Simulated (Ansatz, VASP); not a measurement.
One calculation of P, two programs

```xyz
2
Lattice="3.2667 0.0000 0.0000 -1.6333 2.8290 0.0000 0.0000 0.0000 3.2015" Properties=species:S:1:pos:R:3 pbc="T T T"
P     0.0000    1.8860    0.8004
P     1.6333    0.9430    2.4011
```

Alike in both runs: functional r2SCAN; k mesh 6 × 6 × 6; occupations gaussian, width 0.1 eV; no spin polarisation.

Ansatz relaxed the structure, and its values are those at the end. VASP's run is a single point on that final structure, the one shown.

|  | VASP | Ansatz |
| --- | --- | --- |
| version | VASP 6.6.1 | Ansatz 0.2.0 |
| potentials or method | VASP PAW PBE potentials, release 64 (P) | scalar-relativistic, plane waves, PAW |
| plane-wave cutoff (eV) | 520 | 500 |
| valence electrons in the cell | 10 | 10 |

```tsv
	VASP	Ansatz	Ansatz less VASP
gap on the k mesh at the Fermi level (eV)	none	none	-
pressure (GPa)	-0.4	0.0	+0.36
```

A gap of «none» marks a metal or a gap that the smearing closes.

Caveats: the k mesh is coarse (spacing up to 0.37 Å⁻¹), so the values aren't converged; the PAW data sets were made with another functional, which shifts forces and pressure a little (VASP).
